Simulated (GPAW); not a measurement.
The system is AlV2C.

```
V Al C
1.0
     2.88760    0.00000    0.00000
    -1.44380    2.50073    0.00000
     0.00000    0.00000   13.10482
V Al C
4 2 2
Direct
  0.33333 0.66667 0.91362
  0.66667 0.33333 0.08638
  0.66667 0.33333 0.41362
  0.33333 0.66667 0.58638
  0.66667 0.33333 0.75000
  0.33333 0.66667 0.25000
  0.00000 0.00000 0.50000
  0.00000 0.00000 0.00000
```

The cell comes from a database or a generator and needn't be the stable form of this composition.

Program: GPAW 26.7.0. Alike in all runs: spin collinear, ferromagnetic start; cell as given; smearing fermi-dirac 0.05 eV.

Q: Order these runs on this cell by their pressure, lowest first.
A. level PBEsol; potentials or basis PAW data sets generated in the run's folder for this functional, pw; k mesh 7 × 7 × 2; cutoff (eV) 800; maxiter 150; band path GMKGALHA,LM,KH; band points 60; mesh quality not flagged
B. level LDA; potentials or basis the program's PAW data sets (release 1.2.1) made for this functional, pw; k mesh 6 × 6 × 1; cutoff (eV) 600; maxiter 120; convergence default; mesh quality coarse
C. level PBE; potentials or basis GPAW PAW data sets (gpaw-data 1.2.1), pw; k mesh 6 × 6 × 1; cutoff (eV) 600; maxiter 120; convergence default; mesh quality coarse

A: B (-7.9 GPa), A (-1.9 GPa), C (3.9 GPa).

Caveats: some runs use coarse meshes; the cutoff is short for stress and forces, so pressures can be off by a GPa or more (some runs).
